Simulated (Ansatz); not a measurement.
## TiPbS3: relaxation (Ansatz)

Input:

```yaml
crystal:
  lattice:
    - [4.5419935, 0.0, 0.0]
    - [0.0, 4.5419935, 0.0]
    - [0.0, 0.0, 4.83393705]
  atoms:
    - { symbol: Pb, position: [0.0, 0.0, 0.0] }
    - { symbol: Ti, position: [0.5, 0.5, 0.539] }
    - { symbol: S, position: [0.5, 0.5, 0.114] }
    - { symbol: S, position: [0.5, 0.0, 0.617] }
    - { symbol: S, position: [0.0, 0.5, 0.617] }
  symmetry: { tolerance: 0.0003 }
kpoints:
  mp_grid: { grid: [6, 6, 6], shift: [0, 0, 0] }
magnetization:
  spin_polarized: false
scf:
  occupations: { method: fermi_dirac }
  lower_state_search: "off"
hamiltonian:
  pseudopotentials: { kind: paw }
  xc: r2scan
basis:
  ecutwfc: 500
  fft_grid_basis: typed
relax:
  max_steps: 60
  cell: { p_target: 0.0 }
  f_tol: 0.03
output:
  forces: true
  stress: true
  eigenvalues: true
  bader: true
  populations: true
  elf: true
  write_potential: true
  volumetric_format: npy
  dos:
    e_range: [-12, 8]
    de: 0.05
    projected: { site_lists: { Pb: [Pb], S: [S], Ti: [Ti] } }
  write_density: true
checkpoint:
  read: saved_state
```

The command:

```bash
ansatz run input.yaml --threads 2 --pin off --max-ram 2560MiB --backend cpu --events-out ev --progress --plain --runs-dir out
```

Origin of the cell: a known structure type with other elements, at an estimated volume, so it need not be a known compound.

The smearing width isn't typed, so it takes its default of 0.1 eV.

The saved state is a converged single point of the same cell.

Excerpt of the output:

```
Pseudopotentials: kind: paw
Pseudopotential: Pb, paw, valence charge 14, recommended cutoff 500 eV (meta_gga), Pb.paw.azcp
Pseudopotential: Ti, paw, valence charge 12, recommended cutoff 500 eV (meta_gga), Ti.paw.azcp
Pseudopotential: S, paw, valence charge 6, recommended cutoff 500 eV (meta_gga), S.paw.azcp
Functional definition: r2SCAN
  exchange = r2scan_x(k0 = k0, k1 = k1, a1 = a1)
  correlation = r2scan_c
Crystal: 5 atoms, lattice volume = 99.723 Å³
Basis set: ecut = 500 eV, 2549 PW (Γ), exchange–correlation on 144×144×144 points (64 copies of the dense FFT grid, shifted against one another)
Bands: 27, of which v1, the nominal top of the filled ones, is band 22 counted from 1 (21 counted from 0)
Symmetry: 8 space group operations
[… 12 lines left out …]
Initial density: read from a saved state, or passed on in memory by an earlier SCF of this step, an earlier step, the calling program or the single point that the run made first
Functional: x = r2scan, c = r2scan; τ floored in thin density (d = 2e-4 eV/Å³)
SCF iter   1: F=-17147.164938 eV  HF=-17147.165630 eV  Δρ=1.86e-3  dr2=4.04e-3  dr2_τ=1.65e-3
SCF iter   2: F=-17147.167253 eV  HF=-17147.167485 eV  Δρ=8.84e-4  dr2=6.31e-4  dr2_τ=1.27e-4
SCF iter   3: F=-17147.167518 eV  HF=-17147.167558 eV  Δρ=4.54e-4  dr2=1.89e-4  dr2_τ=2.20e-5
SCF iter   4: F=-17147.167595 eV  HF=-17147.167602 eV  Δρ=1.33e-4  dr2=2.32e-5  dr2_τ=9.70e-7
SCF iter   5: F=-17147.167610 eV  HF=-17147.167611 eV  Δρ=2.55e-5  dr2=1.55e-6  dr2_τ=2.05e-8
SCF iter   6: F=-17147.167611 eV  HF=-17147.167611 eV  Δρ=6.65e-6  dr2=9.87e-8  dr2_τ=2.46e-9
relax step   1: F+E_penalty+E_count = -17147.167611 eV  Δ(F+E_penalty+E_count) = +0.000e0 eV  max|allowed force component| = 2.691e0 eV/Å  Δτ_max = 0.0000 Å  P = +13.179 GPa  Ω = 99.723 Å³  ( […]
relax step   2: F+E_penalty+E_count = -17147.802349 eV  Δ(F+E_penalty+E_count) = -6.347e-1 eV  max|allowed force component| = 7.111e-1 eV/Å  Δτ_max = 0.1129 Å  P = +0.742 GPa  Ω = 112.477 Å³ […]
relax step   3: F+E_penalty+E_count = -17147.857274 eV  Δ(F+E_penalty+E_count) = -5.492e-2 eV  max|allowed force component| = 8.138e-1 eV/Å  Δτ_max = 0.0985 Å  P = +0.376 GPa  Ω = 115.366 Å³ […]
relax step   4: F+E_penalty+E_count = -17147.840386 eV  Δ(F+E_penalty+E_count) = +1.689e-2 eV  max|allowed force component| = 6.603e-1 eV/Å  Δτ_max = 0.1447 Å  P = +0.352 GPa  Ω = 119.832 Å³ […]
relax step   5: F+E_penalty+E_count = -17147.906668 eV  Δ(F+E_penalty+E_count) = -4.939e-2 eV  max|allowed force component| = 2.481e-1 eV/Å  Δτ_max = 0.0493 Å  P = +0.087 GPa  Ω = 118.057 Å³ […]
relax step   6: F+E_penalty+E_count = -17147.927987 eV  Δ(F+E_penalty+E_count) = -2.132e-2 eV  max|allowed force component| = 9.595e-2 eV/Å  Δτ_max = 0.0297 Å  P = +0.378 GPa  Ω = 119.112 Å³ […]
relax step   7: F+E_penalty+E_count = -17147.941235 eV  Δ(F+E_penalty+E_count) = -1.325e-2 eV  max|allowed force component| = 2.151e-1 eV/Å  Δτ_max = 0.0392 Å  P = +0.383 GPa  Ω = 121.418 Å³ […]
relax step   8: F+E_penalty+E_count = -17147.943499 eV  Δ(F+E_penalty+E_count) = -2.264e-3 eV  max|allowed force component| = 4.286e-2 eV/Å  Δτ_max = 0.0088 Å  P = -0.004 GPa  Ω = 122.442 Å³ […]
relax step   9: F+E_penalty+E_count = -17147.943601 eV  Δ(F+E_penalty+E_count) = -1.016e-4 eV  max|allowed force component| = 9.086e-3 eV/Å  Δτ_max = 0.0068 Å  P = +0.012 GPa  Ω = 122.653 Å³ […]
relax step  10: F+E_penalty+E_count = -17147.947978 eV  Δ(F+E_penalty+E_count) = -4.377e-3 eV  max|allowed force component| = 9.076e-3 eV/Å  Δτ_max = 0.0000 Å  P = +0.018 GPa  Ω = 122.653 Å³  stress off target by 3.18e-2 GPa […]
SCF 10 converged in 8 iterations: F = -17147.947978 eV  dr2 = 4.01e-12
basis re-selected at this cell: Δ(F+E_penalty+E_count) = -4.377e-3 eV, ΔP = +0.006 GPa vs the last step (what re-selecting the basis moved, of the pressure what is left beyond the Pulay corre […]
SCF converged after 8 iterations
Free energy (F): -17147.947978 eV
Harris-Foulkes:  -17147.947978 eV  (|F-HF|=3.64e-12)
Internal energy: -17147.943470 eV  (E = F + TS)
E sigma→0 (E₀):  -17147.945724 eV
Entropy (-TS):   -0.004508 eV (-0.902 meV/atom)
Fermi energy:    6.771276 eV
--- Per-component energies (eV) ---
  E_band       = -359.626197
  E_kinetic    = 878.130516
  E_local      = -2949.644901  (includes V_loc(G=0)·N_el)
  E_nonlocal   = 441.581805
  E_hartree    = 1166.282947
  E_xc         = -577.018749
  E_vxc        = -561.765539  (∫ρ·V_xc dr)
  E_paw        = -13315.946367  (= ΣΔE_a)
  E_vpaw       = -533.477165  (= ΣTr[D̂ρ^β])
  E_aug_tail   = 0.000116  (compensation charges beyond the density's cutoff)
  E_vtau       = 32.983021  (kinetic-family band-sum trace: ∫τ·v_τ [+ j·A + Jᵃ·Aᵃ] dr)
  E_ewald      = -2791.711581
  E_core_change = 0.382745  (= ΣΔE_core)
  E_smearing   = -0.004508  (= −TS)
  Σ components = -17147.947978   (vs F -17147.947978, Δ=0.00e0)
--- Forces (eV/Å), atoms counted from 1 ---
  atom   1  Pb     0.000000     0.000000     0.009082
  atom   2  Ti     0.000000     0.000000    -0.005437
  atom   3  S      0.000000     0.000000    -0.008218
  atom   4  S      0.000000     0.000000     0.002302
  atom   5  S     -0.000000     0.000000     0.002302
  max |Σ_I F_I| component: 3.12e-5 eV/Å
--- Stress (GPa, compression-positive) ---
        0.010480       0.000000      -0.000000
        0.000000       0.010480      -0.000000
       -0.000000      -0.000000       0.031846
  P = ⅓ Tr σ = 0.0176 GPa (0.176 kbar)
--- Relaxed structure (9 steps of the walk, 8 accepted, 1 SCFs on fresh bases) ---
  F+E_penalty+E_count = -17147.947978 eV   max|allowed force component| = 9.076e-3 eV/Å   (the final SCF, on the basis selected at the relaxed cell)
  cell:  # Å, volume = 122.6527 Å³
    - [4.664500, 0.0, 1.568e-16]
    - [0.0, 4.664500, 0.0]
    - [1.669e-16, 0.0, 5.637247]
  atoms:
    - { symbol: Pb, position: [-1.296e-17, 0.0, -0.062700] }
    - { symbol: Ti, position: [0.5, 0.5, 0.518917] }
    - { symbol: S, position: [0.5, 0.5, 0.139108] }
    - { symbol: S, position: [0.5, 0.0, 0.645838] }
    - { symbol: S, position: [5.963e-18, 0.5, 0.645838] }
--- Löwdin populations: 5 sites ---
  site symbol       q [e]
     0     Pb     13.3265
     1     Ti     11.1042
     2      S      6.4224
     3      S      6.4829
     4      S      6.4829
  spilling = 0.004114 (of n_electrons = 44.000000)
--- Bader charges: 5 sites ---
  site symbol  charge [e]  shift [e]
     0     Pb      1.1653     0.0000
     1     Ti      1.8372     0.0001
     2      S     -0.9098     0.0005
     3      S     -1.0464     0.0003
     4      S     -1.0464     0.0003
  estimated error of the sums over rays = 4.9e-4 e
```

Before:

Space group P4mm (No. 99); the run's cell has a = 4.542 Å, b = 4.542 Å, c = 4.834 Å, α = 90.00°, β = 90.00°, γ = 90.00°. Shortest distances: S–Ti 2.05 Å, Pb–S 2.93 Å, S–S 3.21 Å.

After:

Space group P4mm (No. 99); the run's cell has a = 4.664 Å, b = 4.664 Å, c = 5.637 Å, α = 90.00°, β = 90.00°, γ = 90.00°. Shortest distances: S–Ti 2.14 Å, Pb–S 2.85 Å, S–S 3.30 Å.

```
Free energy lowered by                                                                 : 156.1 meV/atom
Volume change                                                                          : 22.99 %
Final pressure                                                                         : 0.02 GPa
Relaxation steps listed                                                                : 10
Formation energy (elements under the same functional, gases as molecules, uncorrected) : -1.055 eV/atom
```

Caveats: no dispersion correction, so spacings can come out too large where layers or molecules are weakly bound; no spin-orbit coupling, though heavy elements are present; the relaxation held the start's symmetry, so the end may be a saddle point.

The run took 5.7 min on 2 threads of Arm Neoverse N1, with other jobs on the host, peak memory 0.67 GiB, from a saved density.
